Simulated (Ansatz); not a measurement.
Calculated with Ansatz (gas phase, PBE0-D4/def2-TZVP geometries, no zero-point term in ΔE). CCSD(T)/CBS is the MP2 limit (def2-TZVPP, def2-QZVPP) plus CCSD(T) − MP2 in def2-TZVPP, frozen cores. DFT in def2-TZVPP. For Ge outer-core shells are correlated without core-valence functions, which leaves a few kJ/mol of doubt a bond. Scalar relativity is left out up to krypton. Each species was taken in one conformer, which may not be the lowest.

Consider the ligand exchange at a Ge–O bond: `CC(=O)[O][GeH3]` + `NC1=C[SiH2]1` → `[GeH3][NH]C1=C[SiH2]1` + acetic acid.

(1) Is it downhill or uphill in electronic energy at CCSD(T)/CBS, and by how much? (An estimate is asked.)

(2) What do these levels give: revPBE-D4, r2SCAN-D4, r2SCAN0-D4, B2PLYP, PBE-QIDH, BHLYP, CAM-B3LYP, HF/def2-SVP, MP2/def2-SVP, MP2/def2-QZVPP, SCS-MP2/def2-QZVPP, CCSD/CBS(def2)? (An estimate is asked.)

Largest T1 diagnostic among the species: 0.015.

## Answers

(1) Ansatz gave: Uphill: ΔE = +21.1 kJ/mol.

(2) Computed: revPBE-D4 20.9, r2SCAN-D4 26.0, r2SCAN0-D4 24.5, B2PLYP 25.2, PBE-QIDH 22.5, BHLYP 27.2, CAM-B3LYP 27.1, HF/def2-SVP 25.1, MP2/def2-SVP 19.4, MP2/def2-QZVPP 20.0, SCS-MP2/def2-QZVPP 22.0, CCSD/CBS(def2) 21.2 kJ/mol.

Leaving LDA and LC-ωPBE aside and taking each functional with its dispersion term where it has one, the values, not all of them listed here, spread over 7.2 kJ/mol, from revPBE-D4 to B97M-V. In def2-TZVPP, CCSD(T) changes the Hartree–Fock value by −6.1 kJ/mol (the triples alone add −0.1 kJ/mol) and MP2 by −7.8 kJ/mol.
